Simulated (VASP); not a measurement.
# Gd (P6_3/mmc) in VASP: single point with PBE

Aim: the single point of Gd with PBE.

Everything below comes from runs of VASP 6.6.1. Logs are shortened: lines on timing, memory, paths and dates and some standing lists are left out, and cuts for length are marked.

**1. The cell of the first run**

The structure is hexagonal, space group P6_3/mmc (No. 194). Conventional cell: a = 3.647 Å, b = 3.647 Å, c = 5.832 Å, α = 90.00°, β = 90.00°, γ = 120.00°. Gd (site symmetry -6m2) has 12 Gd at 3.60 to 3.65 Å as nearest neighbours.

**2. Single point, PBE, collinear spin, typed start (cell and atoms relaxed from 1.08 times the given volume)**

Input file INCAR:

```
SYSTEM = Gd
PREC     = Accurate       ! precision mode
ENCUT    = 520            ! plane-wave cutoff, eV
EDIFF    = 1E-6           ! SCF threshold, eV
ISMEAR   = -1             ! smearing method
SIGMA    = 0.05           ! smearing width, eV
LREAL    = .False.        ! projectors in reciprocal space
LASPH    = .True.         ! aspherical terms in the spheres
NELM     = 150            ! most SCF steps
ALGO     = Normal         ! electronic algorithm
ISIF     = 2              ! what is computed and relaxed
LWAVE    = .False.        ! write WAVECAR
LCHARG   = .False.        ! write CHGCAR
ISPIN    = 2              ! spin polarisation
MAGMOM   = 7 7            ! initial moments
LORBIT   = 11             ! projections on sites
LMAXMIX  = 6              ! l up to which the mixer works
GGA      = PE             ! functional
NBANDS   = 29             ! bands
```

Input file KPOINTS:

```
regular mesh
0
Gamma
  10 10 6
  0 0 0
```

Input file POSCAR:

```
Gd
1.0
    3.6472897856      0.0000000000      0.0000000000
   -1.8236448928      3.1586456093      0.0000000000
    0.0000000000      0.0000000000      5.8324363517
Gd
2
Direct
    0.3333333333      0.6666666667      0.2500000000
    0.6666666667      0.3333333333      0.7500000000
```

Potentials or basis: VASP PAW PBE potentials, release 64 (Gd).

On the command line:

```bash
$ cat potpaw_PBE.64/Gd/POTCAR > POTCAR
$ mpirun -np 1 vasp_std > vasp.out
```

OUTCAR:

```text
SYSTEM = Gd
   PREC = Accurate
   ENCUT = 520
   EDIFF = 1E-6
   ISMEAR = -1
   LREAL = .False.
   LASPH = .True.
   NELM = 150
   ISIF = 2
   ISPIN = 2
   LORBIT = 11
   GGA = PE

 ion  position               nearest neighbor table
   1  0.333  0.667  0.250-
   2  0.667  0.333  0.750-

  LATTYP: Found a hexagonal cell.
 ALAT       =     3.6472897856
 C/A-ratio  =     1.5991151498

  Lattice vectors:

 A1 = (   3.6472897856,   0.0000000000,   0.0000000000)
 A2 = (  -1.8236448928,   3.1586456093,   0.0000000000)
 A3 = (   0.0000000000,   0.0000000000,   5.8324363517)

Analysis of symmetry for initial positions (statically):
=====================================================================
 Subroutine PRICEL returns:
 Original cell was already a primitive cell.

 Routine SETGRP: Setting up the symmetry group for a
 hexagonal supercell.

 Subroutine GETGRP returns: Found 24 space group operations
 (whereof 12 operations were pure point group operations)
 out of a pool of 24 trial point group operations.

The static configuration has the point symmetry D_3d.
 The point group associated with its full space group is D_6h.

Analysis of symmetry for dynamics (positions and initial velocities):
=====================================================================
 Subroutine PRICEL returns:
 Original cell was already a primitive cell.

 Routine SETGRP: Setting up the symmetry group for a
 hexagonal supercell.

 Subroutine GETGRP returns: Found 24 space group operations
 (whereof 12 operations were pure point group operations)
 out of a pool of 24 trial point group operations.

The dynamic configuration has the point symmetry D_3d.
 The point group associated with its full space group is D_6h.

Analysis of structural, dynamic, and magnetic symmetry:
=====================================================================
 Subroutine PRICEL returns:
 Original cell was already a primitive cell.

 Routine SETGRP: Setting up the symmetry group for a
 hexagonal supercell.

 Subroutine GETGRP returns: Found 24 space group operations
 (whereof 12 operations were pure point group operations)
 out of a pool of 24 trial point group operations.

[... 111 lines left out ...]
   PSTRESS=    0.0 pullay stress
   NELECT =      36.0000    total number of electrons
   NUPDOWN=      -1.0000    fix difference up-down
   EMIN   =  10.00;   EMAX   =-10.00  energy-range for DOS
   EFERMI =   0.00;   METHOD = LEGACY
   ISMEAR =    -1;   SIGMA  =   0.05  broadening in eV -4-tet -1-fermi 0-gaus
   EFERMI_NEDOS =   21; number of points for ismear=-14 and -15
   IALGO  =     38    algorithm
   IMIX   =      4    mixing-type and parameters
     AMIX     =   0.40;   BMIX     =  1.00
     AMIX_MAG =   1.60;   BMIX_MAG =  1.00
  volume/ion in A,a.u.               =      33.60       226.72
  Fermi-wavevector in a.u.,A,eV,Ry     =   1.329644  2.512662 24.054451  1.767952
  Thomas-Fermi vector in A             =   2.458791
   LORBIT       =     11    0 simple, 1 ext, 2 COOP (PROOUT), +10 PAW based schemes
   GGA     = PE    functional components
   LHFCALC =     F    Hartree Fock is set to
   AEXX    =    0.0000 exact exchange contribution
   IVDW    =     0    specifies the selected vdW correction
   LEPSILON=     F    determine dielectric tensor
   LRPA    =     F    only Hartree local field effects (RPA)
 spin polarized calculation
  energy-cutoff  :      520.00
  volume of cell :       67.19
 maximum number of plane-waves:      1828
 NGX is ok and might be reduce to    28
   NGX = 13   NGY = 13   NGZ = 21

 number of electron      36.0000010 magnetization      15.3398593

 Free energy of the ion-electron system (eV)
  ---------------------------------------------------
  ext. energy  EPLUGINS =         0.00000000
  ---------------------------------------------------
  free energy    TOTEN  =       -23.42701256 eV

  energy without entropy =      -23.40064417  energy(sigma->0) =      -23.41382836

 E-fermi :   2.8873     XC(G=0):  -9.9035

 val. band max:        2.8827565911   @ k =   0.2000   0.0000   0.0000
 cond. band min:       2.9096512317   @ k =   0.2000   0.1000   0.1667
 fundamental gap:      0.0268946406
 Fermi energy:         2.8873050620

 spin component 1

 k-point     1 :       0.0000    0.0000    0.0000
  band No.  band energies     occupation
      1     -42.4494      1.00000
      2     -42.3862      1.00000
      3     -20.1664      1.00000
      4     -19.5845      1.00000
      5     -19.5845      1.00000
      6     -19.4859      1.00000
[... 757 lines left out ...]
     28       4.0557      0.00000
     29       4.5942      0.00000

 [... further k-points ...]

 spin component 2

 k-point     1 :       0.0000    0.0000    0.0000
  band No.  band energies     occupation
      1     -39.2003      1.00000
      2     -39.1206      1.00000
      3     -17.9117      1.00000
      4     -17.1964      1.00000
      5     -17.1964      1.00000
      6     -17.0803      1.00000
[... 757 lines left out ...]
     28       5.2746      0.00000
     29       5.6822      0.00000

 [... further k-points ...]
[... 5 lines left out ...]
  --------------------------------------------------------------------------------------
  -------------------------------------------------------------------------------------
  Total        0.0356702      0.0356702      0.0649662      0.0000000      0.0000000      0.0000000
  in kB        0.8505412      0.8505412      1.5490897      0.0000000      0.0000000      0.0000000
  external PRESSURE =       1.0833907 kB  Pullay stress =       0.0000000 kB

 VOLUME and BASIS-vectors are now :
 -----------------------------------------------------------------------------
  energy-cutoff  :      520.00
  volume of cell :       67.19
      direct lattice vectors                 reciprocal lattice vectors
     3.647289786  0.000000000  0.000000000     0.274176185  0.158295694  0.000000000
    -1.823644893  3.158645609  0.000000000     0.000000000  0.316591389  0.000000000
     0.000000000  0.000000000  5.832436352     0.000000000  0.000000000  0.171454936

 POSITION                                       TOTAL-FORCE (eV/Angst)
 -----------------------------------------------------------------------------------
     -0.00000      2.10576      1.45811        -0.000000      0.000000      0.000000
      1.82364      1.05288      4.37433         0.000000     -0.000000      0.000000
 -----------------------------------------------------------------------------------
    total drift:                               -0.000000      0.000000     -0.000000

  FREE ENERGIE OF THE ION-ELECTRON SYSTEM (eV)
  ---------------------------------------------------
  free  energy   TOTEN  =       -23.4270125558 eV

  energy  without entropy=      -23.4006441741  energy(sigma->0) =      -23.41382836

 total charge

# of ion       s       p       d       f       tot
--------------------------------------------------
    1        2.073   5.568   0.565   6.980  15.186
    2        2.073   5.568   0.565   6.980  15.186
--------------------------------------------------
tot          4.145  11.136   1.131  13.959  30.372

 magnetization (x)

# of ion       s       p       d       f       tot
--------------------------------------------------
    1        0.004  -0.052   0.227   6.825   7.004
    2        0.004  -0.052   0.227   6.825   7.004
--------------------------------------------------
tot          0.007  -0.103   0.454  13.650  14.008
```

Run time: 7.6 min. Hardware: 1 thread of Intel Xeon 6975P-C (Granite Rapids), shared host; peak memory 0.35 GiB.

Results:

* Free energy: -23.4270 eV
* Pressure: 0.1 GPa
* Band gap on the k mesh: none (metal or under the smearing width)
* Net moment: 15.34 μB per cell
* Site moments: Gd +7.00 μB
* Valence electrons inside the program's atomic spheres: Gd 15.19

Levels at points of the mesh, in eV from the Fermi level:
Spin up:
| k point | band 22 | band 23 | band 24 | band 25 | band 26 | band 27 | band 28 | band 29 |
| --- | --- | --- | --- | --- | --- | --- | --- | --- |
| (0.00, 0.00, 0.00) | -4.82 | -4.82 | -2.48 | 0.95 | 1.32 | 1.32 | 1.44 | 1.93 |
| (0.50, 0.00, 0.00) | -4.83 | -2.16 | -1.72 | -1.27 | -0.13 | 1.04 | 1.09 | 1.72 |
| (0.00, 0.00, 0.50) | -4.82 | -3.60 | -3.60 | 0.45 | 0.45 | 1.25 | 1.25 | 1.25 |
| (0.50, 0.00, 0.50) | -4.84 | -2.14 | -2.14 | -0.48 | -0.48 | 1.42 | 1.42 | 2.55 |
Spin down:
| k point | band 7 | band 8 | band 9 | band 10 | band 11 | band 12 | band 13 | band 14 |
| --- | --- | --- | --- | --- | --- | --- | --- | --- |
| (0.00, 0.00, 0.00) | -19.97 | -19.96 | -4.13 | -1.39 | 0.32 | 0.35 | 0.40 | 0.46 |
| (0.50, 0.00, 0.00) | -20.17 | -20.06 | -1.03 | -0.85 | -0.55 | 0.35 | 0.41 | 0.47 |
| (0.00, 0.00, 0.50) | -20.03 | -20.03 | -2.61 | -2.61 | 0.25 | 0.25 | 0.43 | 0.43 |
| (0.50, 0.00, 0.50) | -20.16 | -20.16 | -1.30 | -1.30 | 0.23 | 0.23 | 0.44 | 0.44 |

Caveat: spin-orbit coupling is left out, which moves the levels of the heavy elements.
